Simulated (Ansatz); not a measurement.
## KTaO$_{3}$: a prediction, then the measurements

Theory: DFT PBE, scalar-relativistic, plane waves, PAW in Ansatz 0.2.0.

Plane waves to 420 eV, a k mesh through Γ of 8×8×8 on the computed 5-atom cell and Gaussian smearing (0.02 eV); no spin polarisation.

Relaxed structure:

```
K Ta O
1.0
     4.02454    0.00000    0.00000
     0.00000    4.02454    0.00000
     0.00000    0.00000    4.02454
K Ta O
1 1 3
Direct
  0.50000 0.50000 0.50000
  0.00000 0.00000 0.00000
  0.50000 0.00000 0.00000
  0.00000 0.50000 0.00000
  0.00000 0.00000 0.50000
```

```json
{
 "Space group": "Pm-3m (No. 221)",
 "Volume per atom": "13.04 Å³",
 "Formation energy from the elements' standard states (uncorrected)": "-2.658 eV/atom",
 "Kohn–Sham band gap": "2.16 eV",
 "Orbital (Löwdin) character of the top 1 eV of the valence band": "O 2p 97 %",
 "Orbital (Löwdin) character of the lowest 1 eV of the conduction band": "Ta 5d 88 %, O 2p 11 %",
 "Bulk modulus": "188 GPa",
 "Its pressure derivative": "4.4",
 "Bader charge by site (e)": "K (1 in the cell) 0.82, Ta (1 in the cell) 2.91, O (3 in the cell) -1.24"
}
```

Spin-orbit coupling is left out, which matters for the bands of heavy elements.

**Against measurements.**

Measured lattice constant a of KTaO3: 3.988 Å (quoted in “Understanding muon diffusion in perovskite oxides below room temperature based on harmonic transition state theory”, 2023, arxiv:2312.05755). This calculation gives 4.025 Å (+0.9 %). The calculation is for 0 K without zero-point motion.

It comes from a database structure that was distorted and then relaxed. Kohn–Sham gaps at this level usually fall short of measured ones. Löwdin shares on free-atom orbitals overweight diffuse shells in the empty bands.
